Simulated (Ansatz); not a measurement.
Reactions of `CO[SiH2]OC(C)=O`.

Calculated with Ansatz (gas phase, PBE0-D4/def2-TZVP geometries, no zero-point term in ΔE). CBS: MP2 limit from def2 TZ/QZ plus the TZ coupled-cluster correction, frozen cores. This one scheme is used for every species. For Se outer-core shells are correlated without core-valence functions, which leaves a few kJ/mol of doubt a bond. Scalar relativity is left out up to krypton. Each species was taken in one conformer, which may not be the lowest.

Task: Order these by ΔE at CCSD(T)/CBS, lowest first. (Best estimate.)
A. `CO[SiH2]OC(C)=O` + PH₃ → `CO[SiH2]P` + `CC(=O)O`
B. `CO[SiH2]OC(C)=O` + `O[SiH3]` → `CO[SiH2]O[SiH3]` + `CC(=O)O`
C. `CO[SiH2]OC(C)=O` + `BN` → `BN[SiH2]OC` + `CC(=O)O`
D. `CO[SiH2]OC(C)=O` + HCl → `CC(=O)O[SiH2]Cl` + CH₃OH
E. `CO[SiH2]OC(C)=O` + H₂Se → `CO[SiH2][SeH]` + `CC(=O)O`
F. `CO[SiH2]OC(C)=O` + `O[SiH3]` → `CO[SiH2][SiH2]O` + `CC(=O)O`

Result: B (-0.31 eV), D (+0.07 eV), E (+0.36 eV), C (+0.48 eV), A (+0.83 eV), F (+1.20 eV).

Largest T1 diagnostic: 0.015, for `CC(=O)O`.
